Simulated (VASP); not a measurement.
Wanted: the native input for a VASP 6.6.1 run.

```yaml
Task: band structure
Functional: LDA
Potentials_or_basis: VASP PAW LDA potentials, release 64 (Li_sv, F)
Cutoff: 520 eV
k_mesh: 12 × 12 × 12
Occupations: gaussian, width 0.02 eV
Spin: no spin polarisation
Further_INCAR_settings: ALGO = Normal; EDIFF = 1e-06; NBANDS = 12
```

Crystal: LiF.

```
CELL_PARAMETERS angstrom
0.00000 1.94832 1.94832
1.94832 0.00000 1.94832
1.94832 1.94832 0.00000
ATOMIC_POSITIONS crystal
Li 0.00000 0.00000 0.00000
F 0.50000 0.50000 0.50000
```

The cell was built by a generator and needn't be a form met in nature.

One way to write it, as run:

POSCAR

```
LiF                                     
1.0
    0.0000000000      1.9483215574      1.9483215574
    1.9483215574      0.0000000000      1.9483215574
    1.9483215574      1.9483215574      0.0000000000
  Li              F             
     1     1
Direct
     1.0000000000000000    1.0000000000000000    0.0000000000000000
     0.5000000000000000    0.5000000000000000    0.5000000000000000
```

INCAR.step1

```
SYSTEM = LiF
PREC = Accurate ; ENCUT = 520
EDIFF = 1E-6 ; ISMEAR = 0
SIGMA = 0.02 ; LREAL = .False.
LASPH = .True. ; NELM = 80
ALGO = Normal ; ISIF = 2
LWAVE = .False. ; LCHARG = .True.
GGA = CA ; NBANDS = 12
```

KPOINTS.step1

```
regular mesh
0
Gamma
  12 12 12
  0 0 0
```

INCAR.step2

```
SYSTEM = LiF
PREC = Accurate ; ENCUT = 520
EDIFF = 1E-6 ; ISMEAR = 0
SIGMA = 0.05 ; LREAL = .False.
LASPH = .True. ; NELM = 80
ALGO = Normal ; ISIF = 2
LWAVE = .False. ; LCHARG = .False.
GGA = CA ; NBANDS = 12
ICHARG = 11
```

KPOINTS.step2

```
path GXWKGLUWLK,UX
20
line-mode
reciprocal
 0.0000000000  0.0000000000  0.0000000000  G
 0.5000000000  0.0000000000  0.5000000000  X

 0.5000000000  0.0000000000  0.5000000000  X
 0.5000000000  0.2500000000  0.7500000000  W

 0.5000000000  0.2500000000  0.7500000000  W
 0.3750000000  0.3750000000  0.7500000000  K

 0.3750000000  0.3750000000  0.7500000000  K
 0.0000000000  0.0000000000  0.0000000000  G

 0.0000000000  0.0000000000  0.0000000000  G
 0.5000000000  0.5000000000  0.5000000000  L

 0.5000000000  0.5000000000  0.5000000000  L
 0.6250000000  0.2500000000  0.6250000000  U

 0.6250000000  0.2500000000  0.6250000000  U
 0.5000000000  0.2500000000  0.7500000000  W

 0.5000000000  0.2500000000  0.7500000000  W
 0.5000000000  0.5000000000  0.5000000000  L

 0.5000000000  0.5000000000  0.5000000000  L
 0.3750000000  0.3750000000  0.7500000000  K

 0.6250000000  0.2500000000  0.6250000000  U
 0.5000000000  0.0000000000  0.5000000000  X
```

Potentials or basis: VASP PAW LDA potentials, release 64 (Li_sv, F).

Launch:

```sh
$ cat potpaw_LDA.64/Li_sv/POTCAR potpaw_LDA.64/F/POTCAR > POTCAR
$ cp INCAR.step1 INCAR
$ cp KPOINTS.step1 KPOINTS
$ mpirun -np 1 vasp_std > vasp.out
$ cp INCAR.step2 INCAR
$ cp KPOINTS.step2 KPOINTS
$ mpirun -np 1 vasp_std > vasp.out
```

It gave:

The band gap on the k mesh is 9.78 eV, direct and the band gap along the path is 9.78 eV, direct.

Caveat: the log is that of the step along the path at fixed density, whose energy, stress, charges and moments have no meaning.

Wall time 29 s on 1 thread of AMD EPYC 7R43 64-Core Processor (Zen 3) (shared host), peak memory 0.1 GiB.
